## Five runs on one crystal: who made which?

Strontium oxide has the rock-salt structure: doubly charged ions, each touching six neighbours of the other kind. Eight density-functional runs computed its energy at the same seven volumes with the same functional. The minimum of each energy curve gives the equilibrium volume V. The curvature there gives the bulk modulus B, the resistance to uniform compression, and the bulk modulus slope B′ tells how fast B rises with pressure. Five of the runs appear here under letters.

Kohn-Sham DFT with PBE for rock-salt SrO (two-atom cell), without spin polarisation, spin-orbit coupling or dispersion correction; 9×9×9 k mesh, Fermi-Dirac smearing of 0.05 eV. Volumes, moduli and slopes come from Birch-Murnaghan fits to static-lattice energies at seven volumes, 15.89 to 17.92 Å³/atom. Basis means the plane-wave cutoff, or the orbital set for OpenMX. Candidates: ABINIT, VASP, GPAW, Ansatz, JDFTx.

```csv
row,equilibrium volume (Å³/atom),bulk modulus (GPa),bulk modulus slope
A,17.631,84.30,4.430
B,17.488,85.10,4.390
C,17.526,84.70,4.390
D,17.651,84.20,4.520
E,17.503,84.50,4.460
```

One further run keeps its name. ABACUS, with PseudoDojo potentials and a plane-wave cutoff of 1143 eV, gives 17.488 Å³ per atom, 84.8 GPa and a slope of 4.48.

The candidates ran with these potentials and plane-wave cutoffs: JDFTx with PseudoDojo potentials at 1143 eV, ABINIT with the JTH PAW data sets at 626 eV, and Ansatz, GPAW and VASP each with the program's own PAW data sets, at 420, 800 and 520 eV. The energy curves give one more clue. Apart from a constant offset, the curve of B follows that of ABACUS within about 0.05 meV per atom over the seven volumes. The next closest, E, drifts away by about 0.8 meV.

### (a) Which letter can be named with the help of the ABACUS run?

**Solution.** A program solves equations that other choices have already fixed. The functional is common to all runs, so what remains is how the nucleus and inner electrons of each atom are represented, and how finely the outer electrons are described. Two programs that share both choices should return nearly the same energy curve. Among the candidates only JDFTx uses PseudoDojo potentials, in a neighbouring release, and it has the same cutoff as ABACUS.

Row B has the ABACUS volume to the last printed digit, and the next nearest row, E, lies 0.015 Å³ higher. The modulus doesn't decide between them, since B and E are both 0.3 GPa away from ABACUS, and the slope even favours E. The energy curves do decide, for only B keeps to ABACUS over the whole range.

B is therefore JDFTx, and this assignment is sure as far as shared potentials can make it. The comparison also shows how weak a clue the slope is: two nearly identical curves give slopes that differ by 0.09. Almost all of their difference is one step of about 0.05 meV between the third and fourth volumes, most likely numerical noise in the JDFTx curve, whose fit residual is the larger.

### (b) Can the other four letters be named?

**Solution.** The four remaining candidates, ABINIT, Ansatz, GPAW and VASP, all use the projector augmented-wave (PAW) method, each with its own data sets. The letters form two pairs: E and C lie close to ABACUS, while A and D lie at least 0.1 Å³ above them. Since all four are PAW runs, the method itself can't be what separates the pairs.

A tempting rule is to give the largest volume to the lowest cutoff. It has no sound basis here, because the cutoff that a data set needs depends on how smooth its functions are. A low cutoff may serve one set well and another badly. All 24 ways of placing four names on four letters remain open, and the honest answer is that these assignments are ambiguous.

The labels are A = GPAW, B = JDFTx, C = Ansatz, D = VASP and E = ABINIT.

The rows with their labels:

```csv
program,potentials,basis,equilibrium volume (Å³/atom),bulk modulus (GPa),bulk modulus slope
OpenMX,OpenMX 2013 PBE set,standard,17.465,86.60,4.480
JDFTx,PseudoDojo SR PBE 0.5 standard,1143 eV,17.488,85.10,4.390
ABACUS,PseudoDojo NC SR 0.4.1 PBE standard,1143 eV,17.488,84.80,4.480
ABINIT,JTH PAW PBE v2.0,626 eV,17.503,84.50,4.460
Ansatz,Ansatz PAW,420 eV,17.526,84.70,4.390
Quantum ESPRESSO,SSSP 1.3 efficiency PBE,748 eV,17.529,84.50,4.490
GPAW,GPAW PAW data sets (gpaw data 1.2.1),800 eV,17.631,84.30,4.430
VASP,"VASP PAW PBE potentials, recommended",520 eV,17.651,84.20,4.520
```

The cutoff rule would have given the largest volume to Ansatz, which has in fact the second smallest of the four. Over these four runs, cutoff and volume show no rank correlation at all.

### (c) VASP finds a larger crystal than ABACUS. Why is it hardly softer?

**Solution.** In an ionic crystal the opposite charges pull the ions together, and the overlap of their electron clouds pushes them apart. The volume settles where the two balance. If one run represents the contact between ions with slightly more repulsion, its crystal comes out larger. Expansion by itself makes a crystal softer. But contact repulsion rises steeply on compression, so the additional repulsion also adds stiffness and makes up for most of the loss.

To put this into numbers, let the additional outward pressure be p, falling with volume as V⁻ⁿ. It expands the crystal by ΔV/V = p/B. The expansion lowers the modulus by B′·B·ΔV/V, and the steepness of the push returns n·p = n·B·ΔV/V. Together:

ΔB = (n − B′) · B · ΔV/V

The Born–Mayer picture supplies n. There the repulsion energy falls as exp(−r/ρ), where r is the contact distance and ρ a short decay length. As V grows as r³, the pressure goes as exp(−r/ρ)/r², so n = (r/ρ + 2)/3. With x = r/ρ and an attraction between point charges, the same picture gives B′ = (x² + 3x − 12)/(3x − 6). The ABACUS slope then yields x ≈ 8.7 and n ≈ 3.6.

For VASP, ΔV/V = (17.651 − 17.488)/17.488 ≈ 0.93 %. The estimate is ΔB ≈ (3.6 − 4.5) × 85 GPa × 0.0093 ≈ −0.7 GPa, and the table has −0.6 GPa. A constant push, with n = 0, would have cost 3.5 GPa. Moduli are uncertain by a few tenths of a GPa, as JDFTx and ABACUS show, and the VASP and GPAW curves have only one computed volume beyond their minima. The close agreement therefore deserves little weight, but the constant push is clearly excluded. That doesn't single out contact repulsion. If the ABACUS energy curve is simply stretched along the volume axis, its modulus changes by −B·ΔV/V ≈ −0.8 GPa, which corresponds to n = B′ − 1 ≈ 3.5 and fits about as well. What the numbers show is a push that fades roughly this steeply.

The energies show the push directly. Relative to ABACUS, the VASP curve carries an additional outward pressure of 1.07 GPa near 16.2 Å³ per atom and only 0.79 GPa near 17.6 Å³. This corresponds to n ≈ 3.9, and GPAW gives 3.4. It is the same evidence as the modulus, read from the same curves in another way. The printed output after this text lists the push for every run; the model took its constants from the ABACUS row alone.

The picture has limits. If n is derived from the modulus and point charges of ±2 instead of the slope, it comes out as 2.8, so real ions are only roughly Born–Mayer spheres. OpenMX doesn't fit at all: its modulus is 1.8 GPa above that of ABACUS, where the model allows 0.1 GPa. Its curve departs from ABACUS mainly at large volume. Perhaps its localised orbitals describe the stretched crystal less well, but its potentials differ too, its number of grid points was held fixed, and its fit is the noisiest of the eight. Runs with more orbitals and a finer grid would be the test. The push in the ABINIT run is too small to test the picture: near 17.6 Å³ the energies give +0.07 GPa, while the pressures computed from the stress differ from ABACUS by −0.05 GPa.

A fading push looks like contact repulsion, but its origin in the VASP and GPAW runs isn't established. The cutoffs are usual working values, not converged limits, so every difference between runs includes some basis error. Still, the cutoff is unlikely to be the main source. At a fixed basis the stress gives pressures below those from the slope of the energies, by an amount that varies from run to run, yet near 17.6 Å³ the stress still puts VASP 0.69 GPa and GPAW 0.63 GPa above ABACUS, against 0.79 and 0.69 GPa from the energies. That points to the data sets; exchanging the strontium or the oxygen set in one run would show which. Nor does agreement among the six lower volumes make them the more accurate ones; an all-electron calculation would have to judge that.

For practical work, a relaxed cell belongs to the potentials that produced it. The VASP cell of SrO, put into the ABACUS run, starts out stretched by about 0.8 GPa, although its cubic edge is only 0.016 Å longer. In an alkali halide of the same structure, with singly charged ions and a much lower modulus, a push of equal size would shift the volume considerably more, because ΔV/V = p/B.

Printed output of the fit:

```
Extra outward pressure relative to ABACUS in GPa:
               row  near 16.2 A3  near 16.9 A3  near 17.6 A3
            OpenMX     -0.002133      -0.05546       -0.1268
             JDFTx     -0.000474       0.01043     0.0009479
            ABACUS             0             0             0
            ABINIT       0.06375       0.06375       0.07347
            Ansatz         0.223         0.205        0.1768
  Quantum ESPRESSO        0.2491        0.2199        0.1948
              GPAW        0.9015        0.7915        0.6856
              VASP         1.071        0.9079        0.7866
Differences from ABACUS:
               row  volume A3 per atom  modulus GPa  modulus if push constant GPa  modulus if contact repulsion GPa
            OpenMX              -0.023          1.8                        0.4996                            0.1005
             JDFTx                   0          0.3                             0                                 0
            ABACUS                   0            0                             0                                 0
            ABINIT               0.015         -0.3                       -0.3259                          -0.06554
            Ansatz               0.038         -0.1                       -0.8255                            -0.166
  Quantum ESPRESSO               0.041         -0.3                       -0.8907                           -0.1791
              GPAW               0.143         -0.5                        -3.106                           -0.6248
              VASP               0.163         -0.6                        -3.541                           -0.7122
Spread of all eight volumes (A3 per atom): 0.186
Spread of the six lower volumes (A3 per atom): 0.064
Gap from the six lower volumes to the upper pair (A3 per atom): 0.102
VASP volume above ABACUS (percent): 0.9321
VASP cubic lattice constant above ABACUS (A): 0.01608
Modulus slope of JDFTx less ABACUS: -0.09
Modulus slope of ABINIT less ABACUS: -0.02
Rank correlation of cutoff and volume in the four hidden PAW runs: 0
Rank correlation of volume and modulus in all rows: -0.9286
Power of volume with which the push fades in VASP: 3.853
Power of volume with which the push fades in GPAW: 3.42
Power of volume with which the push fades in Quantum ESPRESSO: 3.07
Power for contact repulsion from the modulus slope: 3.579
Power for contact repulsion from the modulus and point charges: 2.765
```
